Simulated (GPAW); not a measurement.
# InSe (R3m) in GPAW: notebook

Runs on InSe. Level: PBE. Tasks: single point.

Everything below comes from runs of GPAW 26.7.0. Logs are shortened: lines on timing, memory, paths and dates and some standing lists are left out, and cuts for length are marked. The log counts tension as positive stress, the text compression.

### Step 1. The structure

Symmetry: R3m, No. 160, trigonal system. The conventional cell has a = 4.000 Å, b = 4.000 Å, c = 25.320 Å, α = 90.00°, β = 90.00°, γ = 120.00°. In (site symmetry 3m) has 3 Se at 2.63 Å and 1 In at 2.82 Å as nearest neighbours. Around In (site symmetry 3m) lie 3 Se at 2.64 Å and 1 In at 2.82 Å. Se (site symmetry 3m) is surrounded by 3 In at 2.63 Å. Around Se (site symmetry 3m) lie 3 In at 2.64 Å.

### Step 2. Single point, PBE

run.py reads:

```python
import spglib
from ase import Atoms
from ase.dft.bandgap import bandgap
from ase.io import read, write
from ase.units import GPa
from gpaw import GPAW, PW

atoms = read('InSe.cif')
cell, positions, numbers = spglib.find_primitive(
    (atoms.cell[:], atoms.get_scaled_positions(), atoms.numbers), symprec=1e-4)
atoms = Atoms(numbers, cell=cell, scaled_positions=positions, pbc=True)

calc = GPAW(mode=PW(450),
            xc='PBE',
            kpts={'size': (6, 6, 6), 'gamma': True},
            occupations={'name': 'fermi-dirac', 'width': 0.05},
            nbands=32,
            maxiter=120,
            txt='gpaw.txt')
atoms.calc = calc
energy = atoms.get_potential_energy()
forces = atoms.get_forces()
stress = atoms.get_stress()
calc.write('gs.gpw')
write('result.traj', atoms)
print(f'Energy: {energy:.6f} eV')
print('Forces (eV/A):')
print(forces.round(4))
print('Stress (GPa):', (stress / GPa).round(3))
print('Fermi level:', round(calc.get_fermi_level(), 4), 'eV')
print(f'Gap: {bandgap(calc)[0]:.4f} eV, direct: {bandgap(calc, direct=True)[0]:.4f} eV')
```

InSe.cif reads:

```cif
data_InSe
_cell_length_a 4.00000000
_cell_length_b 4.00000000
_cell_length_c 25.32000000
_cell_angle_alpha 90.00000000
_cell_angle_beta 90.00000000
_cell_angle_gamma 120.00000000
_space_group_name_H-M_alt 'R3m'
_space_group_name_Hall 'R 3 -2"'
_space_group_IT_number 160
loop_
_space_group_symop_operation_xyz
'x,y,z'
'-y,x-y,z'
'-x+y,-x,z'
'-y,-x,z'
'-x+y,y,z'
'x,x-y,z'
'x+2/3,y+1/3,z+1/3'
'-y+2/3,x-y+1/3,z+1/3'
'-x+y+2/3,-x+1/3,z+1/3'
'-y+2/3,-x+1/3,z+1/3'
'-x+y+2/3,y+1/3,z+1/3'
'x+2/3,x-y+1/3,z+1/3'
'x+1/3,y+2/3,z+2/3'
'-y+1/3,x-y+2/3,z+2/3'
'-x+y+1/3,-x+2/3,z+2/3'
'-y+1/3,-x+2/3,z+2/3'
'-x+y+1/3,y+2/3,z+2/3'
'x+1/3,x-y+2/3,z+2/3'
loop_
_atom_site_label
_atom_site_type_symbol
_atom_site_symmetry_multiplicity
_atom_site_Wyckoff_symbol
_atom_site_fract_x
_atom_site_fract_y
_atom_site_fract_z
_atom_site_occupancy
In1 In 3 a 0.0000000000 0.0000000000 0.1114000000 1
In2 In 3 a 0.0000000000 0.0000000000 0.0000000000 1
Se1 Se 3 a 0.6666666667 0.3333333333 0.1614333333 1
Se2 Se 3 a 0.3333333333 0.6666666667 0.2831666667 1
```

Potentials or basis: GPAW PAW data sets (gpaw-data 1.2.1), pw.

Run with:

```console
$ OMP_NUM_THREADS=1 python run.py
```

gpaw.txt:

```text
__  _  _
 | _ |_)|_||  |
 |__||  | ||/\| - 26.7.0

Input parameters:
  mode=PW(ecut=450.00000000000006),
  kpts=MonkhorstPack(size=(6, 6, 6), gamma=True),
  maxiter=120,
  nbands=32,
  occupations=Occupations(name='fermi-dirac', width=0.05),
  xc=XC(name='PBE')

Diagonalizing LCAO Hamiltonian
Converting LCAO to pw mode

       Se

       Se

       In

       In

Atoms  # Å, Bohr magnetons
|   | symbol |         x |         y |         z |    initial magnetic moments |
|---|--------|-----------|-----------|-----------|-----------------------------|
| 0 |     In | -0.000000 | -0.000000 |  2.820648 | ( 0.0000,  0.0000,  0.0000) |
| 1 |     In | -0.000000 | -0.000000 |  0.000000 | ( 0.0000,  0.0000,  0.0000) |
| 2 |     Se | -0.000000 |  0.000000 | 20.967492 | ( 0.0000,  0.0000,  0.0000) |
| 3 |     Se |  0.000000 | -0.000000 | 15.609780 | ( 0.0000,  0.0000,  0.0000) |

Unit cell  # Å
| periodic |         x |         y |        z |  lengths |    angles |
|----------|-----------|-----------|----------|----------|-----------|
|      yes |  2.000000 |  1.154701 | 8.440000 | 8.750253 | 26.425182 |
|      yes | -2.000000 |  1.154701 | 8.440000 | 8.750253 | 26.425182 |
|      yes |  0.000000 | -2.309401 | 8.440000 | 8.750253 | 26.425182 |

Number of symmetries: 6
Symmetry operations  # r_c * U_cc + t_c -> r_c
|   | kind |            matrix            |
|---|------|------------------------------|
| 0 |  E   |  1, 0, 0,  0, 1, 0,  0, 0, 1 |
| 1 |  σ   |  1, 0, 0,  0, 0, 1,  0, 1, 0 |
| 2 |  σ   |  0, 1, 0,  1, 0, 0,  0, 0, 1 |
| 3 |  C3  |  0, 1, 0,  0, 0, 1,  1, 0, 0 |
| 4 |  C3  |  0, 0, 1,  1, 0, 0,  0, 1, 0 |
| 5 |  σ   |  0, 0, 1,  0, 1, 0,  1, 0, 0 |

BZ-sampling:
  Number of BZ points: 216
  Number of IBZ points: 32

  Monkhorst-Pack size: [6, 6, 6]
  Monkhorst-Pack shift: [0.08333333333333333, 0.08333333333333333, 0.08333333333333333]

K-points  # in reciprocal-cell coordinates
|     |                                coordinates |     weight |
|-----|--------------------------------------------|------------|
|   0 | (  0.00000000,   0.00000000,   0.00000000) | 0.00462963 |
|   1 | (  0.16666667,   0.00000000,  -0.16666667) | 0.02777778 |
|   2 | (  0.16666667,   0.00000000,   0.00000000) | 0.02777778 |
|   3 | (  0.16666667,   0.16666667,  -0.16666667) | 0.02777778 |
|   4 | (  0.16666667,   0.16666667,   0.00000000) | 0.02777778 |
|   5 | (  0.16666667,   0.16666667,   0.16666667) | 0.00925926 |
|   6 | (  0.33333333,  -0.16666667,  -0.16666667) | 0.02777778 |
|   7 | (  0.33333333,   0.00000000,  -0.33333333) | 0.02777778 |
|   8 | (  0.33333333,   0.00000000,  -0.16666667) | 0.05555556 |
|   9 | (  0.33333333,   0.00000000,   0.00000000) | 0.02777778 |
| ... |                                            |            |
|  31 | (  0.50000000,   0.50000000,   0.50000000) | 0.00462963 |

Plane wave coefficients: 2553
Cutoff: 450.00000000000006 eV

Spin-components: 1 (collinear spins)
Bands:           32
Projectors:      22
Spin-degeneracy: 2
Datatype:        complex128

Parallelization:
  kpt:    1
  domain: 1
  band:   1

Density:
  Valence electrons: 38.0
  Components: 1
  Grid points: [45 45 45]
  Charge: 0.0  # |e|

Potential:
  Grid points: [45 45 45]

species:
  In:
    name:    Indium
    Z:       49.0
    valence: 13
    core:    36
    charge:  0.0  # [|e|]
    compensation charges:
      type: gauss
      rc: 0.36  # [Å]
      lmax: 2
    cutoffs:
      filter: 2.09  # [Å]
      core: 2.48  # [Å]
    projectors
    | kind |    occ | energy [eV] | rcut [Å] |
    |------|--------|-------------|----------|
    |   5s |  2.000 |      -8.203 |    1.185 |
    |   5p |  1.000 |      -2.521 |    1.244 |
    |   4d | 10.000 |     -18.629 |    1.148 |
    |    s |        |      19.008 |    1.185 |
    |    p |        |      24.691 |    1.244 |
    |    d |        |       8.583 |    1.148 |

    Using partial waves for In as LCAO basis

  Se:
    name:    Selenium
    Z:       34.0
    valence: 6
    core:    28
    charge:  0.0  # [|e|]
    compensation charges:
      type: gauss
      rc: 0.27  # [Å]
      lmax: 2
    cutoffs:
      filter: 1.77  # [Å]
      core: 2.67  # [Å]
    projectors
    | kind |    occ | energy [eV] | rcut [Å] |
    |------|--------|-------------|----------|
    |   4s |  2.000 |     -17.277 |    0.847 |
    |   4p |  4.000 |      -6.512 |    1.005 |
    |    s |        |       9.935 |    0.847 |
    |    p |        |      20.699 |    1.005 |
    |    d |        |       0.000 |    0.847 |

    Using partial waves for Se as LCAO basis

Reference energy: -452157.903581  # eV

eigensolver:
  PPCG
  Converge bands: occupied
  niter=2

density mixing:
  MSR1-Mixer
  Pratt-step length: 0.05
  Maximum mixing coefficient: 0.75
  Old densities: 10
  SVD Regularization: 0.005
  Good broyden scale: 1.0
  Trust region scale: 1.0
  Backstep threshold: 4.0
  History deletion threshold: 6.0
  Fourier metric: weight=20.0, sigma=0.015

occupation numbers:
  Fermi-Dirac:
    width: 0.0500  # eV

poisson solver:
  ecut: 3600.0000000000005  # eV

xc functional:
  name: PBE with 2 nearest neighbor stencil

convergence criteria:
- Maximum [total energy] change in last 3 cyles: 0.0005 eV / valence electron
- Maximum integral of absolute [dens]ity change: 0.0001 electrons / valence electron
- Maximum integral of absolute [eigenst]ate change: 4e-08 eV^2 / valence electron
maximum number of iterations: 120

SCF iterations
|iter     | |      energy | eigst |  dens |
|---------|-|-------------|-------|-------|
|iter:   1| |  -14.826959 | -0.46 |       |
|iter:   2| |  -14.738624 | -2.29 | -1.23 |
|iter:   3| |  -14.507577 | -1.98 | -1.27 |
|iter:   4| |  -14.478827 | -2.91 | -1.67 |
|iter:   5| |  -14.478200 | -3.75 | -2.19 |
|iter:   6| |  -14.477517c| -4.36 | -2.50 |
|iter:   7| |  -14.477546c| -5.47 | -3.26 |
|iter:   8| |  -14.477549c| -6.82 | -3.82 |
|iter:   9| |  -14.477550c| -7.92c| -4.55c|

Converged in 9 steps
Energy contributions relative to reference atoms: (reference = -452157.903581)

Energy contributions:
  Kinetic:          46.453068
  Coulomb:         -43.544400
  Zero:              0.327222
  External:          0.000000
  Xc:              -17.713406
  Entropy:          -0.000067
  Spinorbit:         0.000000
  ----------------------------
  Free energy:     -14.477583
  Extrapolated:    -14.477550

dipole moment: (0.000000, -0.000000, -102.257257)  # |e|*Ang

Fermi level: 4.913
Eigenvalues  # (at kpt = [0.000, 0.000, 0.000])
| band index |      eig [eV] | occ [0-2] |
|------------|---------------|-----------|
|          0 |        -9.988 |     2.000 |
|        ... |               |           |
|         11 |        -8.450 |     2.000 |
|         12 |        -1.587 |     2.000 |
|         13 |         1.267 |     2.000 |
|         14 |         3.184 |     2.000 |
|         15 |         3.384 |     2.000 |
|         16 |         3.384 |     2.000 |
[... 8 lines left out ...]
|         25 |        10.168 |     0.000 |
|         26 |        12.260 |     0.000 |
|        ... |               |           |
|         31 |        14.544 |     0.000 |

Gap: 0.435 eV
Transition (v -> c):
  (s=0, k=31, n=18, [0.50, 0.50, 0.50]) -> (s=0, k=31, n=19, [0.50, 0.50, 0.50])
No difference between direct/indirect transitions

Forces  # eV/Ang
|       x |        y |        z |
|---------|----------|----------|
| 0.00000 | -0.00000 | -0.37469 |  # In   0
| 0.00000 |  0.00000 |  0.36082 |  # In   1
| 0.00000 |  0.00000 |  0.23488 |  # Se   2
| 0.00000 |  0.00000 | -0.21722 |  # Se   3

Stress tensor  # eV/Ang^3
|         x |         y |         z |
|-----------|-----------|-----------|
| -0.012071 |  0.000000 | -0.000000 |
|  0.000000 | -0.012071 | -0.000000 |
| -0.000000 | -0.000000 | -0.004192 |

# Writing to gs.gpw (mode='')
```

It took 3.3 min on 1 thread of Intel Xeon Platinum 8259CL at 2.50GHz (Skylake/Cascade Lake), shared host; peak memory 0.34 GiB.

What came out:

```yaml
Free_energy: -14.4776 eV
Pressure: 1.5 GPa
Largest_force: 0.375 eV/Å
Band_gap_on_the_k_mesh: 0.44 eV, direct
```

Forces in eV/Å, atoms in the order of the input:
```
In   0.000  0.000 -0.375
In   0.000  0.000  0.361
Se   0.000  0.000  0.235
Se   0.000  0.000 -0.217
```

Levels at points of the mesh, in eV from the valence-band top:
| k point | band 17 | band 18 | band 19 | band 20 | band 21 | band 22 |
| --- | --- | --- | --- | --- | --- | --- |
| (0.00, 0.00, 0.00) | -1.31 | -1.22 | -1.22 | 1.68 | 2.09 | 4.38 |
| (0.50, 0.00, 0.00) | -2.35 | -2.25 | -1.67 | 1.22 | 1.97 | 3.64 |
| (0.50, 0.50, 0.00) | -2.51 | -2.06 | -1.50 | 1.19 | 1.98 | 3.30 |
| (0.50, 0.50, 0.50) | -1.14 | -1.14 | 0.00 | 0.44 | 2.15 | 4.30 |

Caveat: the cutoff is short for stress and forces, so pressures can be off by a GPa or more; spin-orbit coupling is left out, which moves the levels of the heavy elements; the program warned that so skewed a cell can give wrong results.

### Step 3. Single point, PBE

Changes to run.py since step 2:

```diff
@@ -1,5 +1,4 @@
-import spglib
-from ase import Atoms
 from ase.dft.bandgap import bandgap
-from ase.io import read, write
+from ase.io import write
+from ase.spacegroup import crystal
 from ase.units import GPa
@@ -7,6 +6,14 @@
 
-atoms = read('InSe.cif')
-cell, positions, numbers = spglib.find_primitive(
-    (atoms.cell[:], atoms.get_scaled_positions(), atoms.numbers), symprec=1e-4)
-atoms = Atoms(numbers, cell=cell, scaled_positions=positions, pbc=True)
+# In 3a
+# In 3a
+# Se 3a
+# Se 3a
+atoms = crystal(['In', 'In', 'Se', 'Se'],
+                basis=[[0.0, 0.0, 0.1114],
+                       [0.0, 0.0, 0.0],
+                       [0.6666666667, 0.3333333333, 0.1614333333],
+                       [0.3333333333, 0.6666666667, 0.2831666667]],
+                spacegroup=160, setting=1,  # R3m
+                cellpar=[4.0, 4.0, 25.32, 90.0, 90.0, 120.0],
+                primitive_cell=True)
```

Potentials or basis: GPAW PAW data sets (gpaw-data 1.2.1), pw.

Run with:

```console
$ OMP_NUM_THREADS=1 python run.py
```

Wall time 2.3 min (1 thread of Arm Neoverse V2, shared host); peak memory 0.33 GiB.

Results (log left out):

| Item | Value |
| --- | --- |
| Free energy | -14.4776 eV |
| Pressure | 1.5 GPa |
| Largest force | 0.375 eV/Å |
| Band gap on the k mesh | 0.44 eV, direct |

Forces on the atoms (eV/Å):
```
Se   0.000  0.000 -0.217
Se   0.000  0.000  0.235
In   0.000  0.000 -0.375
In   0.000  0.000  0.361
```

Stress tensor (GPa, compression positive):
```
1.93 0.00 0.00
0.00 1.93 0.00
0.00 0.00 0.67
```

Levels at points of the mesh, in eV from the valence-band top:
```
           k point  band 15  band 16  band 17  band 18  band 19  band 20  band 21  band 22  band 23  band 24
(0.00, 0.00, 0.00)    -1.51    -1.31    -1.31    -1.22    -1.22     1.68     2.09     4.38     4.38     5.18
(0.50, 0.00, 0.00)    -3.46    -2.38    -2.35    -2.25    -1.67     1.22     1.97     3.64     3.98     4.81
(0.50, 0.50, 0.00)    -3.22    -2.66    -2.51    -2.06    -1.50     1.19     1.98     3.30     3.62     4.40
(0.50, 0.50, 0.50)    -1.38    -1.38    -1.14    -1.14     0.00     0.44     2.15     4.30     4.30     5.60
```

Caveat: the cutoff is short for stress and forces, so pressures can be off by a GPa or more; spin-orbit coupling is left out, which moves the levels of the heavy elements; the program warned that so skewed a cell can give wrong results.

### Step 4. Single point, PBE

run.py reads:

```python
from ase import Atoms
from ase.dft.bandgap import bandgap
from ase.io import write
from ase.units import GPa
from gpaw import GPAW, PW

atoms = Atoms(['In', 'In', 'Se', 'Se'],
              cell=[[2.0, 1.1547005384, 8.44],
                    [-2.0, 1.1547005384, 8.44],
                    [0.0, -2.3094010768, 8.44]],
              scaled_positions=[[0.8886, 0.8886, 0.8886],
                                [0.0, 0.0, 0.0],
                                [0.1719, 0.1719, 0.1719],
                                [0.3835, 0.3835, 0.3835]],
              pbc=True)

calc = GPAW(mode=PW(450),
            xc='PBE',
            kpts={'size': (6, 6, 6), 'gamma': True},
            occupations={'name': 'fermi-dirac', 'width': 0.05},
            nbands=32,
            maxiter=120,
            txt='gpaw.txt')
atoms.calc = calc
energy = atoms.get_potential_energy()
forces = atoms.get_forces()
stress = atoms.get_stress()
calc.write('gs.gpw')
write('result.traj', atoms)
print(f'Energy: {energy:.6f} eV')
print('Forces (eV/A):')
print(forces.round(4))
print('Stress (GPa):', (stress / GPa).round(3))
print('Fermi level:', round(calc.get_fermi_level(), 4), 'eV')
print(f'Gap: {bandgap(calc)[0]:.4f} eV, direct: {bandgap(calc, direct=True)[0]:.4f} eV')
```

Potentials or basis: GPAW PAW data sets (gpaw-data 1.2.1), pw.

Run with:

```console
$ OMP_NUM_THREADS=1 python run.py
```

gpaw.txt:

```text
__  _  _
 | _ |_)|_||  |
 |__||  | ||/\| - 26.7.0

Input parameters:
  mode=PW(ecut=450.00000000000006),
  kpts=MonkhorstPack(size=(6, 6, 6), gamma=True),
  maxiter=120,
  nbands=32,
  occupations=Occupations(name='fermi-dirac', width=0.05),
  xc=XC(name='PBE')

Diagonalizing LCAO Hamiltonian
Converting LCAO to pw mode

       In

       Se

       Se

       In

Atoms  # Å, Bohr magnetons
|   | symbol |        x |         y |         z |    initial magnetic moments |
|---|--------|----------|-----------|-----------|-----------------------------|
| 0 |     In | 0.000000 | -0.000000 | 22.499352 | ( 0.0000,  0.0000,  0.0000) |
| 1 |     In | 0.000000 |  0.000000 |  0.000000 | ( 0.0000,  0.0000,  0.0000) |
| 2 |     Se | 0.000000 | -0.000000 |  4.352508 | ( 0.0000,  0.0000,  0.0000) |
| 3 |     Se | 0.000000 | -0.000000 |  9.710220 | ( 0.0000,  0.0000,  0.0000) |

Unit cell  # Å
| periodic |         x |         y |        z |  lengths |    angles |
[... 167 lines left out ...]
  External:          0.000000
  Xc:              -17.713483
  Entropy:          -0.000067
  Spinorbit:         0.000000
  ----------------------------
  Free energy:     -14.477583
  Extrapolated:    -14.477550

dipole moment: (0.000000, 0.000000, -67.840886)  # |e|*Ang

Fermi level: 4.913
Eigenvalues  # (at kpt = [0.000, 0.000, 0.000])
| band index |      eig [eV] | occ [0-2] |
|------------|---------------|-----------|
|          0 |        -9.988 |     2.000 |
|        ... |               |           |
|         11 |        -8.450 |     2.000 |
|         12 |        -1.587 |     2.000 |
|         13 |         1.267 |     2.000 |
|         14 |         3.184 |     2.000 |
|         15 |         3.384 |     2.000 |
|         16 |         3.384 |     2.000 |
[... 8 lines left out ...]
|         25 |        10.168 |     0.000 |
|         26 |        12.260 |     0.000 |
|        ... |               |           |
|         31 |        14.544 |     0.000 |

Gap: 0.435 eV
Transition (v -> c):
  (s=0, k=31, n=18, [0.50, 0.50, 0.50]) -> (s=0, k=31, n=19, [0.50, 0.50, 0.50])
No difference between direct/indirect transitions

Forces  # eV/Ang
|       x |        y |        z |
|---------|----------|----------|
| 0.00000 | -0.00000 |  0.37459 |  # In   0
| 0.00000 | -0.00000 | -0.36090 |  # In   1
| 0.00000 |  0.00000 | -0.23529 |  # Se   2
| 0.00000 | -0.00000 |  0.21739 |  # Se   3

Stress tensor  # eV/Ang^3
|         x |         y |         z |
|-----------|-----------|-----------|
| -0.012071 | -0.000000 | -0.000000 |
|  0.000000 | -0.012071 | -0.000000 |
| -0.000000 | -0.000000 | -0.004191 |

# Writing to gs.gpw (mode='')
```

stdout:

```text
<dir> UserWarning: The angles between your unit-cell vectors are 26.4, 26.4 and 26.4 degrees.  Results may be wrong!  Please Niggli-reduce your unit-cell so that the angles are closer to 90 degrees:

  from ase.build import niggli_reduce
  niggli_reduce(atoms)

  warnings.warn(
Energy: -14.477550 eV
Forces (eV/A):
[[ 0.     -0.      0.3746]
 [ 0.     -0.     -0.3609]
 [ 0.      0.     -0.2353]
 [ 0.     -0.      0.2174]]
Stress (GPa): [-1.934 -1.934 -0.672 -0.    -0.    -0.   ]
Fermi level: 4.9133 eV
Gap: 0.4352 eV, direct: 0.4352 eV
```

It took 3 min on 1 thread of Arm Neoverse V1, shared host; peak memory 0.33 GiB.

What came out:

| Property | Result |
| --- | --- |
| Free energy | -14.4776 eV |
| Pressure | 1.5 GPa |
| Largest force | 0.375 eV/Å |
| Band gap on the k mesh | 0.44 eV, direct |

Forces in eV/Å, atoms in the order of the input:
```
In   0.000  0.000  0.375
In   0.000  0.000 -0.361
Se   0.000  0.000 -0.235
Se   0.000  0.000  0.217
```

Stress tensor (GPa, compression positive):
```
1.93 0.00 0.00
0.00 1.93 0.00
0.00 0.00 0.67
```

Caveat: the cutoff is short for stress and forces, so pressures can be off by a GPa or more; spin-orbit coupling is left out, which moves the levels of the heavy elements; the program warned that so skewed a cell can give wrong results. Expect the measured gap to be larger: semilocal functionals such as PBE lack the derivative discontinuity.
